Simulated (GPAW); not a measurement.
# HfN (F-43m) in GPAW: a series of runs

Runs on HfN. Level: LDA. Tasks: band structure, equation of state.

Everything below comes from runs of GPAW 26.7.0. Logs are shortened: lines on timing, memory, paths and dates and some standing lists are left out, and cuts for length are marked. The log counts tension as positive stress, the text compression.

## (1) Starting point

It takes space group F-43m (No. 216, cubic). The conventional cell has a = 4.910 Å, b = 4.910 Å, c = 4.910 Å, α = 90.00°, β = 90.00°, γ = 90.00°. Around Hf (site symmetry -43m) lie 4 N at 2.13 Å. Around N (site symmetry -43m) lie 4 Hf at 2.13 Å.

The cell comes from a database or a generator and needn't be the stable form of this composition.

## (2) Band structure, LDA

File run.py:

```python
from ase import Atoms
from ase.dft.bandgap import bandgap
from ase.io import write
from ase.units import GPa
from gpaw import GPAW, PW

atoms = Atoms(['Hf', 'N'],
              cell=[[0.0, 2.454822, 2.454822],
                    [2.454822, 0.0, 2.454822],
                    [2.454822, 2.454822, 0.0]],
              scaled_positions=[[0.0, 0.0, 0.0],
                                [0.25, 0.25, 0.25]],
              pbc=True)

calc = GPAW(mode=PW(800),
            xc='LDA',
            kpts={'size': (9, 9, 9), 'gamma': True},
            occupations={'name': 'fermi-dirac', 'width': 0.05},
            nbands=19,
            convergence={'density': 1e-05, 'energy': 1e-05},
            maxiter=150,
            txt='gpaw.txt')
atoms.calc = calc
energy = atoms.get_potential_energy()
forces = atoms.get_forces()
stress = atoms.get_stress()
calc.write('gs.gpw')
write('result.traj', atoms)
print(f'Energy: {energy:.6f} eV')
print('Forces (eV/A):')
print(forces.round(4))
print('Stress (GPa):', (stress / GPa).round(3))
print('Fermi level:', round(calc.get_fermi_level(), 4), 'eV')
print(f'Gap: {bandgap(calc)[0]:.4f} eV, direct: {bandgap(calc, direct=True)[0]:.4f} eV')

path = atoms.cell.bandpath('GXWKGLUWLK,UX', npoints=60, eps=1e-4)
bs_calc = calc.fixed_density(kpts=path, symmetry='off', nbands=28,
                             convergence={'bands': 'CBM+6.0', 'eigenstates': 1e-6}, txt='bands.txt')
bs = bs_calc.band_structure()
bs.write('bs.json')
print(f'Gap on the path: {bandgap(bs_calc)[0]:.4f} eV')
```

Potentials or basis: the program's PAW data sets (release 1.2.1) made for this functional, pw.

Started as:

```bash
> OMP_NUM_THREADS=1 python run.py
```

gpaw.txt:

```text
__  _  _
 | _ |_)|_||  |
 |__||  | ||/\| - 26.7.0

Input parameters:
  mode=PW(ecut=800.0),
  convergence={'density': 1e-05, 'energy': 1e-05},
  kpts=MonkhorstPack(size=(9, 9, 9), gamma=True),
  maxiter=150,
  nbands=19,
  occupations=Occupations(name='fermi-dirac', width=0.05),
  xc=XC(name='LDA')

Diagonalizing LCAO Hamiltonian
Converting LCAO to pw mode

           N

       Hf

Atoms  # Å, Bohr magnetons
|   | symbol |        x |        y |        z |    initial magnetic moments |
|---|--------|----------|----------|----------|-----------------------------|
| 0 |     Hf | 0.000000 | 0.000000 | 0.000000 | ( 0.0000,  0.0000,  0.0000) |
| 1 |      N | 1.227411 | 1.227411 | 1.227411 | ( 0.0000,  0.0000,  0.0000) |

Unit cell  # Å
| periodic |        x |        y |        z |  lengths |    angles |
|----------|----------|----------|----------|----------|-----------|
|      yes | 0.000000 | 2.454822 | 2.454822 | 3.471643 | 60.000000 |
|      yes | 2.454822 | 0.000000 | 2.454822 | 3.471643 | 60.000000 |
|      yes | 2.454822 | 2.454822 | 0.000000 | 3.471643 | 60.000000 |

Number of symmetries: 24
Symmetry operations  # r_c * U_cc + t_c -> r_c
|    | kind |            matrix            |
|----|------|------------------------------|
|  0 |  E   |  1, 0, 0,  0, 1, 0,  0, 0, 1 |
|  1 |  σ   |  1, 0, 0,  0, 0, 1,  0, 1, 0 |
|  2 |  σ   |  1, 0,-1,  0, 1,-1,  0, 0,-1 |
|  3 |  C3  |  1, 0,-1,  0, 0,-1,  0, 1,-1 |
|  4 |  C3  |  1,-1, 0,  0,-1, 1,  0,-1, 0 |
|  5 |  σ   |  1,-1, 0,  0,-1, 0,  0,-1, 1 |
|  6 |  σ   |  0, 1, 0,  1, 0, 0,  0, 0, 1 |
|  7 |  C3  |  0, 1, 0,  0, 0, 1,  1, 0, 0 |
|  8 |  C2  |  0, 1,-1,  1, 0,-1,  0, 0,-1 |
|  9 |  S4  |  0, 1,-1,  0, 0,-1,  1, 0,-1 |
| 10 |  C3  |  0, 0, 1,  1, 0, 0,  0, 1, 0 |
| 11 |  σ   |  0, 0, 1,  0, 1, 0,  1, 0, 0 |
| 12 |  S4  |  0, 0,-1,  1, 0,-1,  0, 1,-1 |
| 13 |  C3  |  0, 0,-1,  0, 1,-1,  1, 0,-1 |
| 14 |  S4  |  0,-1, 1,  1,-1, 0,  0,-1, 0 |
| 15 |  C2  |  0,-1, 1,  0,-1, 0,  1,-1, 0 |
| 16 |  C3  |  0,-1, 0,  1,-1, 0,  0,-1, 1 |
| 17 |  S4  |  0,-1, 0,  0,-1, 1,  1,-1, 0 |
| 18 |  S4  | -1, 1, 0, -1, 0, 1, -1, 0, 0 |
| 19 |  C3  | -1, 1, 0, -1, 0, 0, -1, 0, 1 |
| 20 |  C3  | -1, 0, 1, -1, 1, 0, -1, 0, 0 |
| 21 |  S4  | -1, 0, 1, -1, 0, 0, -1, 1, 0 |
| 22 |  σ   | -1, 0, 0, -1, 1, 0, -1, 0, 1 |
| 23 |  C2  | -1, 0, 0, -1, 0, 1, -1, 1, 0 |

BZ-sampling:
  Number of BZ points: 729
  Number of IBZ points: 35

  Monkhorst-Pack size: [9, 9, 9]
  Monkhorst-Pack shift: [0, 0, 0]

K-points  # in reciprocal-cell coordinates
|     |                                coordinates |     weight |
|-----|--------------------------------------------|------------|
|   0 | (  0.00000000,   0.00000000,   0.00000000) | 0.00137174 |
|   1 | (  0.11111111,   0.11111111,   0.00000000) | 0.00823045 |
|   2 | (  0.11111111,   0.11111111,   0.11111111) | 0.01097394 |
|   3 | (  0.22222222,   0.11111111,   0.11111111) | 0.01646091 |
|   4 | (  0.22222222,   0.22222222,   0.00000000) | 0.00823045 |
|   5 | (  0.22222222,   0.22222222,   0.11111111) | 0.03292181 |
|   6 | (  0.22222222,   0.22222222,   0.22222222) | 0.01097394 |
|   7 | (  0.33333333,   0.22222222,   0.11111111) | 0.03292181 |
|   8 | (  0.33333333,   0.22222222,   0.22222222) | 0.03292181 |
|   9 | (  0.33333333,   0.33333333,  -0.33333333) | 0.01646091 |
| ... |                                            |            |
|  34 | (  0.44444444,   0.44444444,   0.44444444) | 0.01097394 |

Plane wave coefficients: 1536
Cutoff: 800.0 eV

Spin-components: 1 (collinear spins)
Bands:           19
Projectors:      11
Spin-degeneracy: 2
Datatype:        complex128

Parallelization:
  kpt:    1
  domain: 1
  band:   1

Density:
  Valence electrons: 17.0
  Components: 1
  Grid points: [24 24 24]
  Charge: 0.0  # |e|

Potential:
  Grid points: [24 24 24]

species:
  Hf:
    name:    Hafnium
    Z:       72.0
    valence: 12
    core:    60
    charge:  0.0  # [|e|]
    compensation charges:
      type: gauss
      rc: 0.41  # [Å]
      lmax: 2
    cutoffs:
      filter: 2.36  # [Å]
      core: 4.02  # [Å]
    projectors
    | kind |    occ | energy [eV] | rcut [Å] |
    |------|--------|-------------|----------|
    |   5s |  2.000 |     -66.988 |    1.397 |
    |   6s |  2.000 |      -5.250 |    1.397 |
    |   5p |  6.000 |     -35.740 |    1.307 |
    |   6p |  0.000 |      -1.470 |    1.307 |
    |   5d |  2.000 |      -2.880 |    1.334 |
    |    d |        |      24.331 |    1.334 |

    Using partial waves for Hf as LCAO basis

  N:
    name:    Nitrogen
    Z:       7.0
    valence: 5
    core:    2
    charge:  0.0  # [|e|]
    compensation charges:
      type: gauss
      rc: 0.18  # [Å]
      lmax: 2
    cutoffs:
      filter: 1.11  # [Å]
      core: 0.96  # [Å]
    projectors
    | kind |    occ | energy [eV] | rcut [Å] |
    |------|--------|-------------|----------|
    |   2s |  2.000 |     -18.420 |    0.603 |
    |   2p |  3.000 |      -7.237 |    0.529 |
    |    s |        |       8.791 |    0.603 |
    |    p |        |      19.974 |    0.529 |
    |    d |        |       0.000 |    0.577 |

    Using partial waves for N as LCAO basis

Reference energy: -411112.202932  # eV

eigensolver:
  PPCG
  Converge bands: occupied
  niter=2

density mixing:
  MSR1-Mixer
  Pratt-step length: 0.05
  Maximum mixing coefficient: 0.75
  Old densities: 10
  SVD Regularization: 0.005
  Good broyden scale: 1.0
  Trust region scale: 1.0
  Backstep threshold: 4.0
  History deletion threshold: 6.0
  Fourier metric: weight=20.0, sigma=0.015

occupation numbers:
  Fermi-Dirac:
    width: 0.0500  # eV

poisson solver:
  ecut: 6400.0  # eV

xc functional:
  name: None

convergence criteria:
- Maximum integral of absolute [dens]ity change: 1e-05 electrons / valence electron
- Maximum [total energy] change in last 3 cyles: 1e-05 eV / valence electron
- Maximum integral of absolute [eigenst]ate change: 4e-08 eV^2 / valence electron
maximum number of iterations: 150

SCF iterations
|iter     | |      energy | eigst |  dens |
|---------|-|-------------|-------|-------|
|iter:   1| |  -23.129652 | -0.01 |       |
|iter:   2| |  -22.363339 | -2.02 | -0.83 |
|iter:   3| |  -20.673860 | -1.27 | -0.90 |
|iter:   4| |  -20.664003 | -2.81 | -1.52 |
|iter:   5| |  -20.662791 | -3.27 | -1.74 |
|iter:   6| |  -20.662701 | -5.25 | -2.84 |
|iter:   7| |  -20.662711c| -6.13 | -3.27 |
|iter:   8| |  -20.662711c| -7.85c| -4.06 |
|iter:   9| |  -20.662711c| -8.38c| -4.88 |
|iter:  10| |  -20.662711c| -9.21c| -5.58c|

Converged in 10 steps
Energy contributions relative to reference atoms: (reference = -411112.202932)

Energy contributions:
  Kinetic:          16.072255
  Coulomb:         -18.085520
  Zero:             -0.312942
  External:          0.000000
  Xc:              -18.333796
  Entropy:          -0.005419
  Spinorbit:         0.000000
  ----------------------------
  Free energy:     -20.665421
  Extrapolated:    -20.662711

dipole moment: (-18.926861, -18.926861, -18.926861)  # |e|*Ang

Fermi level: 9.705
Eigenvalues  # (at kpt = [0.000, 0.000, 0.000])
| band index |      eig [eV] | occ [0-2] |
|------------|---------------|-----------|
|          0 |       -52.621 |     2.000 |
|          1 |       -21.391 |     2.000 |
|          2 |       -21.391 |     2.000 |
|          3 |       -21.391 |     2.000 |
|          4 |        -6.207 |     2.000 |
|          5 |         4.256 |     2.000 |
[... 9 lines left out ...]
|         15 |        23.016 |     0.000 |
|         16 |        23.016 |     0.000 |
|        ... |               |           |
|         18 |        30.814 |     0.000 |

No gap
No difference between direct/indirect transitions

Forces  # eV/Ang
|        x |        y |        z |
|----------|----------|----------|
| -0.00000 |  0.00000 | -0.00000 |  # Hf   0
| -0.00000 | -0.00000 | -0.00000 |  # N    1

Stress tensor  # eV/Ang^3
|         x |         y |         z |
|-----------|-----------|-----------|
|  0.060962 | -0.000000 | -0.000000 |
| -0.000000 |  0.060962 |  0.000000 |
| -0.000000 |  0.000000 |  0.060962 |

# Writing to gs.gpw (mode='')
```

It took 38 s on 1 thread of Arm Neoverse V2, shared host; peak memory 0.26 GiB.

What came out:

| Item | Value |
| --- | --- |
| Free energy | -20.6654 eV |
| Pressure | -9.8 GPa |
| Band gap along the path | none (metal or under the smearing width) |

Levels at the corners of the path, in eV from the Fermi level:
| point | band 7 | band 8 | band 9 | band 10 | band 11 | band 12 |
| --- | --- | --- | --- | --- | --- | --- |
| Γ | -5.45 | -5.45 | -0.60 | 2.11 | 2.11 | 6.55 |
| X | -3.59 | -3.59 | -1.12 | 2.10 | 3.89 | 4.59 |
| W | -5.11 | -3.55 | -1.27 | 1.33 | 3.48 | 4.99 |
| K | -4.23 | -3.98 | -1.14 | 2.13 | 2.57 | 5.66 |
| Γ | -5.45 | -5.45 | -0.60 | 2.11 | 2.11 | 6.55 |
| L | -4.87 | -4.87 | 1.55 | 2.62 | 2.62 | 4.27 |
| U | -4.23 | -3.98 | -1.14 | 2.13 | 2.57 | 5.66 |
| W | -5.11 | -3.55 | -1.27 | 1.33 | 3.48 | 4.99 |
| L | -4.87 | -4.87 | 1.55 | 2.62 | 2.62 | 4.27 |
| K | -4.23 | -3.98 | -1.14 | 2.13 | 2.57 | 5.66 |
| U | -4.23 | -3.98 | -1.14 | 2.13 | 2.57 | 5.66 |
| X | -3.59 | -3.59 | -1.12 | 2.10 | 3.89 | 4.59 |

Caveat: spin-orbit coupling is left out, which moves the levels of the heavy elements.

## (3) Equation of state, LDA

File run.py:

```python
from ase import Atoms
from ase.eos import EquationOfState
from ase.io import Trajectory
from ase.units import GPa
from gpaw import GPAW, PW

atoms = Atoms(['Hf', 'N'],
              cell=[[0.0, 2.454822, 2.454822],
                    [2.454822, 0.0, 2.454822],
                    [2.454822, 2.454822, 0.0]],
              scaled_positions=[[0.0, 0.0, 0.0],
                                [0.25, 0.25, 0.25]],
              pbc=True)

traj = Trajectory('eos.traj', 'w')
volumes, energies = [], []
for x in [0.94, 0.96, 0.98, 1.0, 1.02, 1.04, 1.06]:
    a = atoms.copy()
    a.set_cell(atoms.cell * x**(1 / 3), scale_atoms=True)
    calc = GPAW(mode=PW(800),
                xc='LDA',
                kpts={'size': (9, 9, 9), 'gamma': True},
                occupations={'name': 'fermi-dirac', 'width': 0.05},
                nbands=19,
                convergence={'density': 1e-05, 'energy': 1e-05},
                maxiter=150,
                txt=f'eos-{x:.2f}.txt')
    a.calc = calc
    energies.append(a.get_potential_energy(force_consistent=True))
    volumes.append(a.get_volume())
    p = -a.get_stress()[:3].mean() / GPa
    calc.write(f'eos-{x:.2f}.gpw')
    traj.write(a)
    print(f'{x:.2f} {volumes[-1]:10.4f} A^3 {energies[-1]:14.6f} eV {p:9.3f} GPa', flush=True)

v0, e0, B = EquationOfState(volumes, energies, eos='birchmurnaghan').fit()
print(f'V0 = {v0:.4f} A^3, E0 = {e0:.6f} eV, B0 = {B / GPa:.2f} GPa')
```

Potentials or basis: the program's PAW data sets (release 1.2.1) made for this functional, pw.

Started as:

```bash
> OMP_NUM_THREADS=1 python run.py
```

Wall time 2.1 min (1 thread of Arm Neoverse V2, shared host); peak memory 0.23 GiB.

It converged, with:

- Equilibrium volume: 14.11 Å³/atom
- Bulk modulus: 218 GPa
- Pressure derivative of the bulk modulus: 4.2

Energy against volume, from the lowest point:
| volume (Å³/atom) | energy (meV/atom) |
| --- | --- |
| 13.906 | 1.78 |
| 14.201 | 0.00 |
| 14.497 | 6.44 |
| 14.793 | 20.16 |
| 15.089 | 40.44 |
| 15.385 | 66.67 |
| 15.681 | 98.13 |

## (4) The reference run

An earlier run on the cell as given: functional PBEsol; potentials or basis PAW data sets generated in the run's folder for this functional; cutoff 800 eV; basis pw; k mesh 9 × 9 × 9; occupations fermi-dirac, width 0.05 eV; no spin polarisation.

* Pressure: -4.2 GPa
* Band gap on the k mesh: none (metal or under the smearing width)

## (5) Summary

| task | level | potentials or basis | band path | band points | pressure (GPa) |
| --- | --- | --- | --- | --- | --- |
| band structure | LDA | the program's PAW data sets (release 1.2.1) made for this functional, pw | GXWKGLUWLK,UX | 60 | -9.8 |
| equation of state | LDA | the program's PAW data sets (release 1.2.1) made for this functional, pw | - | - | - |
| single point | PBEsol | PAW data sets generated in the run's folder for this functional, pw | - | - | -4.2 |

Alike in all rows: no spin polarisation; cell as given; k mesh 9 × 9 × 9; cutoff (eV) 800; smearing fermi-dirac 0.05 eV.

Caveats: spin-orbit coupling is left out, which moves the levels of the heavy elements (some runs).

Absolute energies hang on the potentials; compare differences alone.
